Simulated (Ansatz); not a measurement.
**Where the states of Ta lie**

```
CELL_PARAMETERS angstrom
0.00000 3.05330 3.05330
3.05330 0.00000 3.05330
3.05330 3.05330 0.00000
ATOMIC_POSITIONS crystal
Ta 0.00000 0.00000 0.00000
Ta 0.25000 0.25000 0.25000
```

The structure comes from a relaxation in the same program, started in the diamond type, and has space group Fd-3m. Whether it is a known phase or the ground state wasn't checked.

Spin–orbit coupling is left out, though it moves levels of the heavy atoms by tenths of an eV or more.

Method: DFT, PBE, all-electron LAPW, scalar-relativistic (Ansatz 0.2.0).

Settings: a Γ-centred 9×9×9 k mesh, Fermi–Dirac smearing of 0.03 eV, basis error target 0.25 meV/atom, no spin polarisation.

States per eV and cell, averaged over 0.6 eV, from -5.8 to 4.8 eV, with energies (bin centres) from the Fermi level; empty bins are left out. The partial columns, the largest 4 alone, are projections on Löwdin-orthogonalised atomic shells (those that the program's projection atoms carry: the occupied ones and, for some elements, an empty d or f shell; other empty shells have no column), summed over atoms of an element. Weights on diffuse s and p shells depend on that basis and aren't pure angular character.

```json
{"E (eV)": "-5.6", "total": "0.03", "Ta 5d": "0.00", "Ta 6s": "0.02", "Ta 5p": "0.00", "Ta 5s": "0.00"}
{"E (eV)": "-5.0", "total": "0.19", "Ta 5d": "0.00", "Ta 6s": "0.18", "Ta 5p": "0.00", "Ta 5s": "0.01"}
{"E (eV)": "-4.4", "total": "0.32", "Ta 5d": "0.01", "Ta 6s": "0.30", "Ta 5p": "0.00", "Ta 5s": "0.01"}
{"E (eV)": "-3.8", "total": "0.47", "Ta 5d": "0.05", "Ta 6s": "0.41", "Ta 5p": "0.01", "Ta 5s": "0.01"}
{"E (eV)": "-3.2", "total": "0.77", "Ta 5d": "0.16", "Ta 6s": "0.59", "Ta 5p": "0.01", "Ta 5s": "0.01"}
{"E (eV)": "-2.6", "total": "0.86", "Ta 5d": "0.31", "Ta 6s": "0.53", "Ta 5p": "0.01", "Ta 5s": "0.01"}
{"E (eV)": "-2.0", "total": "2.47", "Ta 5d": "2.12", "Ta 6s": "0.32", "Ta 5p": "0.01", "Ta 5s": "0.00"}
{"E (eV)": "-1.4", "total": "3.37", "Ta 5d": "3.03", "Ta 6s": "0.30", "Ta 5p": "0.01", "Ta 5s": "0.01"}
{"E (eV)": "-0.8", "total": "3.87", "Ta 5d": "3.51", "Ta 6s": "0.32", "Ta 5p": "0.02", "Ta 5s": "0.01"}
{"E (eV)": "-0.2", "total": "4.77", "Ta 5d": "4.22", "Ta 6s": "0.46", "Ta 5p": "0.04", "Ta 5s": "0.00"}
{"E (eV)": "0.4", "total": "3.42", "Ta 5d": "3.01", "Ta 6s": "0.24", "Ta 5p": "0.04", "Ta 5s": "0.01"}
{"E (eV)": "1.0", "total": "2.61", "Ta 5d": "2.18", "Ta 6s": "0.14", "Ta 5p": "0.02", "Ta 5s": "0.01"}
{"E (eV)": "1.6", "total": "0.87", "Ta 5d": "0.78", "Ta 6s": "0.02", "Ta 5p": "0.01", "Ta 5s": "0.00"}
{"E (eV)": "2.2", "total": "2.80", "Ta 5d": "2.45", "Ta 6s": "0.11", "Ta 5p": "0.02", "Ta 5s": "0.00"}
{"E (eV)": "2.8", "total": "2.42", "Ta 5d": "1.88", "Ta 6s": "0.20", "Ta 5p": "0.01", "Ta 5s": "0.01"}
{"E (eV)": "3.4", "total": "0.67", "Ta 5d": "0.34", "Ta 6s": "0.09", "Ta 5p": "0.00", "Ta 5s": "0.00"}
{"E (eV)": "4.0", "total": "1.77", "Ta 5d": "1.21", "Ta 6s": "0.17", "Ta 5p": "0.00", "Ta 5s": "0.01"}
{"E (eV)": "4.6", "total": "1.29", "Ta 5d": "1.02", "Ta 6s": "0.12", "Ta 5p": "0.00", "Ta 5s": "0.00"}
```

(1) Which of the resolved shells contributes most within 0.3 eV of the Fermi level?

(2) Where is the centre of the filled Ta 5d states between -14 eV and the top of the filled states?

Results:

(1) Ta 5d, with 90 % of all states there; Ta 6s follows with 8 %.

(2) -1.02 eV from the Fermi level.
